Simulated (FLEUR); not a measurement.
Runs of FLEUR MaX-R8.1 (later development tree) on La2O3. Symmetry: P-3m1, No. 164, trigonal system. Conventional cell: a = 3.931 Å, b = 3.931 Å, c = 6.112 Å, α = 90.00°, β = 90.00°, γ = 120.00°. La (site symmetry 3m) has 4 O at 2.36 to 2.44 Å as nearest neighbours. Around O (site symmetry -3m) lie 6 La at 2.72 Å. O (site symmetry 3m) is surrounded by 4 La at 2.36 to 2.44 Å. The cell is a database's computed one.

| task | level | gmax | muffin-tin radii | max iterations | mixing factor | mixer | kmax | gap on the mesh (eV) | V0 of scaled cells (Å³/atom) | B0 (GPa) | largest force (eV/Å) |
| --- | --- | --- | --- | --- | --- | --- | --- | --- | --- | --- | --- |
| single point | PBE | 14.1 1/bohr | La 2.43, O 1.58 bohr | 60 | 0.05 | Anderson | 4.56 1/bohr | 3.87 | - | - | 0.02 |
| band structure | r2SCAN | 13.7 1/bohr | La 2.51, O 1.63 bohr | 80 | 0.05 | Anderson | 4.42 1/bohr | (c) | - | - | - |
| band structure | PBEsol | 13.7 1/bohr | La 2.51, O 1.63 bohr | 60 | 0.05 | Anderson | 4.42 1/bohr | 3.81 | - | - | - |
| equation of state | PBEsol | 14.1 1/bohr | La 2.43, O 1.58 bohr | - | - | - | 4.56 1/bohr | - | (b) | 142 | - |
| band structure | LDA | 13.7 1/bohr | La 2.51, O 1.63 bohr | 60 | 0.05 | Anderson | 4.42 1/bohr | 3.77 | - | - | - |
| equation of state | PBE | 14.1 1/bohr | La 2.43, O 1.58 bohr | - | - | - | 4.56 1/bohr | - | (a) | (d) | - |
| single point | PBEsol | 14.1 1/bohr | La 2.43, O 1.58 bohr | 60 | 0.05 | Anderson | 4.56 1/bohr | 3.80 | - | - | 0.09 |

Alike in all rows: potentials or basis all-electron, FLAPW; no spin polarisation; cell as given; k mesh 8 × 8 × 5; smearing fermi-dirac 0.05 eV.

**Question.** Estimate the missing entries.

**Answer.** (a) 16.59; (b) 16.00; (c) 4.29; (d) 129.

Caveats: spin-orbit coupling is left out, which moves the levels of the heavy elements (some runs); an odd mesh through Γ misses points on the zone boundary, where band edges often lie (some runs); the cell was scaled at fixed shape and fractional positions, which overstates the stiffness of a crystal with free parameters, most of all of layers and chains (some runs); the meta-GGA is that of a development version, with a GGA for the radial functions and cores and without core tails (some runs).

A k mesh can miss the band edges, and the runs leave out spin-orbit coupling on La.

Not every run made on this cell is shown here.
